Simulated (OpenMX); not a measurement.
CsPbCl3 under changes of volume

One of the cells (35.217 Å³/atom); the others are scaled copies at fixed shape and fractional positions:

```
Pb Cs Cl
1.0
     5.60500    0.00000    0.00000
     0.00000    5.60500    0.00000
     0.00000    0.00000    5.60500
Pb Cs Cl
1 1 3
Direct
  0.50000 0.50000 0.50000
  0.00000 0.00000 0.00000
  0.50000 0.00000 0.50000
  0.00000 0.50000 0.50000
  0.50000 0.50000 0.00000
```

```yaml
Program: OpenMX 3.8.5
Functional: PBE
Potentials_or_basis: OpenMX 2013 PBE set, Pb8.0-s3p2d2, Cs12.0-s2p2d1, Cl7.0-s2p2d1, fixed grid of 75 × 75 × 75 points
k_mesh: 5 × 5 × 5
Occupations: fermi-dirac, width 0.05 eV
Spin: no spin polarisation
```

| volume (Å³/atom) | energy over the lowest point (meV/atom) | gap on the mesh (eV) |
| --- | --- | --- |
| 33.104 | ? | ? |
| 33.809 | 50.94 | 2.81 |
| 34.513 | 35.02 | 2.85 |
| 35.217 | 22.26 | 2.89 |
| 35.922 | 12.37 | 2.93 |
| 36.626 | 5.00 | 2.96 |
| 37.330 | 0.00 | 3.00 |

**Question.** What does the run at 33.104 Å³/atom give?

**Answer.** Energy over the lowest point 70.35 meV/atom; gap on the mesh 2.76 eV.

Worked out: A Birch-Murnaghan fit of order 3 (a polynomial in V^(-2/3)) to the other rows has no minimum within the range. It gives 70.40 meV/atom at 33.104 Å³/atom, against the run's 70.35. A straight line through the other rows of the gap, of slope 1.9 eV per unit of ln V (its deformation potential), extrapolates to 2.77 eV, against the run's 2.76.

Energies are extrapolated to zero smearing.

Caveats: the basis has few d functions beyond the semicore shells, which can make volumes several per cent too large; spin-orbit coupling is left out, which as a rule narrows the gap of such compounds by several tenths of an eV; an odd mesh through Γ misses points on the zone boundary, where band edges often lie; the basis of atomic orbitals isn't converged, which shifts pressures, moduli and gaps.
